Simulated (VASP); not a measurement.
Set up this calculation in VASP 6.6.1, as the native input.

```
Task                   : single point
Functional             : PBE
Potentials or basis    : VASP PAW PBE potentials, release 64 (Bi_d)
Cutoff                 : 520 eV
k mesh                 : 14 × 14 × 8
Occupations            : gaussian, width 0.1 eV
Spin                   : no spin polarisation
Dipole correction      : no
Further INCAR settings : ALGO = Fast; EDIFF = 1e-06; NBANDS = 22
```

The structure of Bi lies in POSCAR:

```
Bi
1.0
    3.2746664596      0.0000000000      0.0203787679
    0.0000000000      3.2746647085      0.0000000000
   -0.0408057528      0.0000000000      6.5560496715
Bi
2
Direct
    0.5003847900      0.0000000000      0.2499909673
    0.4996152100      0.0000000000      0.7500090327
```

This isn't the form of Bi at room conditions, which is rhombohedral.

One way to write it, as run:

INCAR

```
SYSTEM = Bi
PREC     = Accurate       ! precision mode
ENCUT    = 520            ! plane-wave cutoff, eV
EDIFF    = 1E-6           ! SCF threshold, eV
ISMEAR   = 0              ! smearing method
SIGMA    = 0.1            ! smearing width, eV
LREAL    = .False.        ! projectors in reciprocal space
LASPH    = .True.         ! aspherical terms in the spheres
NELM     = 80             ! most SCF steps
ALGO     = Fast           ! electronic algorithm
ISIF     = 2              ! what is computed and relaxed
LWAVE    = .False.        ! write WAVECAR
LCHARG   = .True.         ! write CHGCAR
GGA      = PE             ! functional
LELF     = .True.         ! ELF
LVHAR    = .True.       
NBANDS   = 22             ! bands
```

KPOINTS

```
Automatic mesh
0
Gamma
  14 14 8
  0 0 0
```

Potentials or basis: VASP PAW PBE potentials, release 64 (Bi_d).

The run is started by

```bash
$ cat potpaw_PBE.64/Bi_d/POTCAR > POTCAR
$ mpirun -np 1 vasp_std > vasp.out
```

Results of the run:

```json
{
  "Pressure": "-0.1 GPa",
  "Band gap on the k mesh": "none (metal or under the smearing width)"
}
```

Caveat: spin-orbit coupling is left out, which moves the levels of the heavy elements.

It took 3.4 min on 1 thread of Intel(R) Xeon(R) Platinum 8559C (Emerald Rapids), on a shared host, peak memory 0.6 GiB.
